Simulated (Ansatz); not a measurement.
## Relaxing AgCl

Theory: DFT PBE, scalar-relativistic, plane waves, PAW in Ansatz. Cutoff 420 eV, Γ-centred k mesh, Gaussian smearing, no spin polarisation in the final step.

A relaxed cell is given with its space group left out.

```
CELL_PARAMETERS angstrom
1.89312 -5.81199 0.00000
1.89312 5.81199 0.00000
0.00000 0.00000 3.89355
ATOMIC_POSITIONS crystal
Ag 0.39392 0.60608 0.75000
Ag 0.60608 0.39392 0.25000
Cl 0.86649 0.13351 0.25000
Cl 0.13351 0.86649 0.75000
```

Energies over the elements count from the elements' standard structures at the same level (Cl₂ as a molecule), with no empirical corrections.

(1) What space group does it have?

(2) What is its formation energy per atom?

(3) Is it a metal?

## Answers

(1) Cmcm (No. 63). Conventional cell: a = 3.786 Å, b = 11.624 Å, c = 3.894 Å. Ag has 4 Cl at 2.73 Å, 1 Cl at 3.03 Å, 2 Ag at 3.14 Å and 2 Cl at 3.37 Å; Cl is coordinated by 4 Ag at 2.73 Å and 1 Ag at 3.03 Å (next Ag at 3.37 Å).

(2) -0.418 eV/atom.

(3) No, the gap on the 10×10×10 mesh is 0.42 eV.

The final run used a 10×10×10 mesh on its 4-atom cell and 0.02 eV smearing.

This form isn't the usual stable structure of the compound.

Cost: 2 runs of about 1 core-minutes in all, on AMD EPYC 9R45 (Zen 5) (shared hosts).